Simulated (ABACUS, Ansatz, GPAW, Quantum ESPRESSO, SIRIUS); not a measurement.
The bulk modulus of GaSb, sorted by core time

It takes space group F-43m (No. 216, cubic). The conventional cell has a = 6.118 Å, b = 6.118 Å, c = 6.118 Å, α = 90.00°, β = 90.00°, γ = 90.00°. Around Sb (site symmetry -43m) lie 4 Ga at 2.65 Å. Around Ga (site symmetry -43m) lie 4 Sb at 2.65 Å.

| rung | level | program and potentials | cutoff (eV) | k mesh | smearing | core time | chip | bulk modulus (GPa) | notes |
| --- | --- | --- | --- | --- | --- | --- | --- | --- | --- |
| GGA | PBE | Ansatz, Ansatz PAW (earlier soft set) | 420 | 8 × 8 × 8 | fermi-dirac 0.05 | 13 s | Intel Xeon | 44.3 | - |
| GGA | PBEsol | Ansatz, Ansatz PAW | 420 | 8 × 8 × 8 | fermi-dirac 0.05 | 13 s | Intel Xeon | 51.0 | potentials made for PBE, which Ansatz adapts in part |
| GGA + dispersion | revPBE+D3(BJ) | GPAW, the program's PAW data sets (release 1.2.1) made for this functional | 600 | 6 × 6 × 6 | fermi-dirac 0.05 | 56 s | Arm Neoverse V2 | 52.2 | - |
| GGA | BP86 | GPAW, PAW data sets generated for this functional | 600 | 6 × 6 × 6 | fermi-dirac 0.05 | 68 s | Arm Neoverse V1 | 43.9 | - |
| GGA | PBE | Ansatz, all-electron LAPW, scalar-relativistic | - | 8 × 8 × 8 | fermi-dirac 0.05 | 2.1 min | Arm Neoverse V2 | 44.3 | - |
| GGA | PBEsol | SIRIUS, PseudoDojo 0.4.1 PBEsol standard (scalar relativistic) | 1102 | 8 × 8 × 8 | fermi-dirac 0.05 | 2.8 min | AMD EPYC 9R45 Zen 5 | 51.0 | - |
| LDA | LDA | ABACUS, PseudoDojo NC SR 0.4.1 LDA stringent, plane waves | 1551 | 6 × 6 × 6 | fermi-dirac 0.05 | 3.5 min | Intel Xeon 6975P-C Granite Rapids | 52.0 | fit through 4 volumes |
| non-local van der Waals functional | rev-vdW-DF2 | Quantum ESPRESSO, PseudoDojo 0.4.1 SR PBE standard | 1088 | 8 × 8 × 8 | fermi-dirac 0.05 | 8.1 min | AMD EPYC 9R45 Zen 5 | 46.6 | potentials made for PBE |

Times are single runs on shared hosts and different chips, so they are rough; meshes, cutoffs and the tasks' sizes weigh on the time. Task: equation of state. All rows: no spin polarisation. Smearing widths are in eV. The cell comes from a database and isn't always the measured one. For a metal such meshes aren't converged. Meshes differ between rows, which moves values too. Meshes are those of the run's cell of 2 atoms unless a note names another. Runs on faulty files, with rough fits or with known faults for this quantity aren't shown. No row holds spin-orbit coupling.

By rung: LDA 52.0; GGA 43.9 to 51.0; GGA + dispersion 52.2; non-local van der Waals functional 46.6 (GPa).
